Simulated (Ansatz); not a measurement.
TaSi2:

```
Ta Si
1.0
     4.78000    0.00000    0.00000
    -2.39000    4.13960    0.00000
     0.00000    0.00000    6.56400
Ta Si
3 6
Direct
  0.00000 0.50000 0.16667
  0.50000 0.50000 0.83333
  0.50000 0.00000 0.50000
  0.33330 0.16665 0.16667
  0.16665 0.83335 0.83333
  0.83335 0.66670 0.50000
  0.66670 0.83335 0.16667
  0.83335 0.16665 0.83333
  0.16665 0.33330 0.50000
```

| Property | Result |
| --- | --- |
| Program | Ansatz 0.2.0 |
| Task | relaxation of cell and atoms |
| Functional | LDA |
| Potentials or basis | Ansatz PAW |
| Cutoff | 420 eV (not typed: the program's choice for these potentials) |
| k mesh | 7 × 7 × 4 |
| Occupations | fermi-dirac, width 0.05 eV |
| Spin | no spin polarisation |

At the start: volume 14.43 Å³/atom.

Question: How do energy, volume and symmetry change on relaxing?

Answer: It ends after 5 steps and the volume is 14.04 Å³/atom (-2.7 %); space group P6_222 (No. 180, to 0.05 Å).

The path:
```csv
step,energy change (eV),largest force (eV/Å),volume (Å³)
1,0.0000,0.6980,129.88
2,-0.1565,0.1322,124.41
3,-0.1853,0.0065,126.74
4,-0.1869,0.0066,126.36
5,-0.1859,0.0067,126.36
```

Final structure:
```xyz
9
Lattice="4.7286 0.0000 0.0000 -2.3643 4.0951 0.0000 0.0000 0.0000 6.5256" Properties=species:S:1:pos:R:3 pbc="T T T"
Ta   -1.1821    2.0475    1.0876
Ta    1.1821    2.0475    5.4380
Ta    2.3643    0.0000    3.2628
Si    1.1330    0.6541    1.0876
Si   -1.2313    3.4409    5.4380
Si    2.3643    2.7868    3.2628
Si    1.2313    3.4409    1.0876
Si    3.5956    0.6541    5.4380
Si    0.0000    1.3083    3.2628
```

Caveat: the plane-wave basis is chosen anew once the cell has moved, so the energies of steps on either side of that aren't comparable; the PAW data sets come from PBE, with cores solved anew for the run's functional, which leaves a small shift of forces and pressure.
